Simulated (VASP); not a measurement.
Wanted: the native input for a VASP 6.6.1 run.

```yaml
Task: relaxation of cell and atoms
Functional: PBEsol
Potentials_or_basis: VASP PAW PBE potentials, release 64 (Ti_sv, O)
Cutoff: 600 eV
k_mesh: 6 × 6 × 10
Occupations: gaussian, width 0.03 eV
Spin: no spin polarisation
Further_INCAR_settings: ALGO = Normal; EDIFF = 1e-07; IBRION = 2; EDIFFG = -0.005; NSW = 90; ISIF = 3
```

The structure of TiO2 (Rutile) lies in POSCAR:

```
TiO2                                    
1.0
    4.5924156965      0.0000000000      0.0000000000
    0.0000000000      4.5924156965      0.0000000000
    0.0000000000      0.0000000000      2.9417133051
  Ti              O             
     2     4
Direct
     1.0000000000000000    1.0000000000000000    0.0000000000000000
     0.5000000000000000    0.5000000000000000    0.5000000000000000
     0.3042848952318485    0.3042848952318485    1.0000000000000000
     0.1957151047681514    0.8042848952318487    0.5000000000000000
     0.6957151047681513    0.6957151047681513    0.0000000000000000
     0.8042848952318487    0.1957151047681514    0.5000000000000000
```

One way to write it, as run:

INCAR

```
PREC     = Accurate       # precision mode
ENCUT    = 600            # plane-wave cutoff, eV
EDIFF    = 1E-7           # SCF threshold, eV
ISMEAR   = 0              # smearing method
SIGMA    = 0.03           # smearing width, eV
LREAL    = F              # projectors in reciprocal space
LASPH    = T              # aspherical terms in the spheres
NELM     = 80             # most SCF steps
ALGO     = Normal         # electronic algorithm
ISIF     = 3              # what is computed and relaxed
LWAVE    = F              # write WAVECAR
LCHARG   = F              # write CHGCAR
GGA      = PS             # functional
IBRION   = 2              # ionic algorithm
NSW      = 90             # ionic steps
EDIFFG   = -0.005         # ionic threshold
KPAR     = 2
```

KPOINTS

```
regular mesh
0
Gamma
  6 6 10
```

Potentials or basis: VASP PAW PBE potentials, release 64 (Ti_sv, O).

Run with:

```bash
$ cat potpaw_PBE.64/Ti_sv/POTCAR potpaw_PBE.64/O/POTCAR > POTCAR
$ mpirun -np 2 vasp_std > vasp.out
```

Results of the run:

| Property | Result |
| --- | --- |
| Relaxed volume | 10.34 Å³/atom |
| Relaxed cell | a = 4.593 Å, b = 4.593 Å, c = 2.942 Å, α = 90.00°, β = 90.00°, γ = 90.00° |
| Space group after relaxing (to 0.05 Å) | P4_2/mnm (No. 136) |
| Energy gained by relaxing | 0.0 meV/atom |
| Ionic steps | 2 |
| Pressure after relaxing | 0.0 GPa |
| Band gap on the k mesh | 1.83 eV, direct |

Caveat: the PAW data sets were made with another functional, which shifts forces and pressure a little.

It took 99 s on 2 MPI ranks on Intel(R) Xeon(R) Platinum 8488C (Sapphire Rapids), with other jobs on the host, peak memory 0.24 GiB a rank.
